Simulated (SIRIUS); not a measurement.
## SnTe: equation of state with PBEsol

The system is SnTe.

```
Te Sn
1.0
     0.00000    3.15085    3.15085
     3.15085    0.00000    3.15085
     3.15085    3.15085    0.00000
Te Sn
1 1
Cartesian
  3.1509 3.1509 3.1509
  0.0000 0.0000 0.0000
```

```yaml
Program: SIRIUS 7.10.0
Task: equation of state
Functional: PBEsol
Potentials_or_basis: PseudoDojo 0.4.1 PBEsol standard (scalar relativistic)
Cutoff: 1102 eV
Density_cutoff: 4408 eV
k_mesh: 7 × 7 × 7
Occupations: fermi-dirac, width 0.05 eV
Spin: no spin polarisation
Libxc_names: "[\"XC_GGA_X_PBE_SOL\", \"XC_GGA_C_PBE_SOL\"]"
Radial_cutoff_for_the_potentials'_integrals: 6.5 bohr
```

```
Equilibrium volume                      : 31.08 Å³/atom
Bulk modulus                            : 47 GPa
Pressure derivative of the bulk modulus : 4.5
```

Energy against volume, from the lowest point:
| volume (Å³/atom) | energy (meV/atom) |
| --- | --- |
| 29.404 | 14.38 |
| 30.030 | 5.29 |
| 30.656 | 0.65 |
| 31.281 | 0.00 |
| 31.907 | 2.91 |
| 32.532 | 9.01 |
| 33.158 | 17.97 |

All runs of the series together: 5.5 min on 1 thread of Arm Neoverse V2, with other jobs on the host.

Caveat: this odd mesh misses L, where the gap lies, so gap, dielectric constants and Born charges aren't listed. Spin-orbit coupling is left out, which matters for the levels of Te.
